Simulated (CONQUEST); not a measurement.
CdSe:

```
Cd Se
1.0
     4.34202    0.00000    0.00000
     0.00000    4.34202    0.00000
     0.00000    0.00000    6.14054
Cd Se
2 2
Direct
  0.00000 0.00000 0.00000
  0.50000 0.50000 0.50000
  0.00000 0.50000 0.75000
  0.50000 0.00000 0.25000
```

Measurements of this composition are mostly on another form, of space group No. 186.

| Quantity | Value |
| --- | --- |
| Program | CONQUEST 1.3 |
| Task | single point |
| Functional | PBE |
| Potentials or basis | PseudoDojo NC PBE, SZ, grid cutoff 120 Ha |
| k mesh | 6 × 6 × 5 |
| Occupations | fermi-dirac, width 0.05 eV |
| Spin | no spin polarisation |

On this cell: pressure 7.2 GPa; largest force zero by symmetry; band gap on the k mesh none (metal or under the smearing width).

The same run follows on a disturbed copy (atoms moved at random, drawn with an rms of 0.05 Å):

```
Cd Se
1.0
     4.34202    0.00000    0.00000
     0.00000    4.34202    0.00000
     0.00000    0.00000    6.14054
Cd Se
2 2
Direct
  0.00488 0.99091 0.00135
  0.50488 0.49091 0.50135
  0.49479 0.00804 0.25857
  0.99479 0.50804 0.75857
```

What does the disturbed cell give?

The energy (extrapolated to zero smearing) moves by +16.8 meV/atom; pressure 7.4 GPa; largest force 0.708 eV/Å; band gap on the k mesh none (metal or under the smearing width).

Forces on the atoms (eV/Å):
```
Cd  -0.230  0.544  0.325
Cd  -0.230  0.544  0.325
Se   0.257 -0.570 -0.330
Se   0.257 -0.570 -0.330
```

The forces don't sum to zero, so they hold noise of the program's grid.

Caveats: the atomic basis is small; the box holds several primitive cells, so bands are folded and the points are those of the box's own zone; the basis of atomic orbitals isn't converged, which shifts pressures, moduli and gaps.
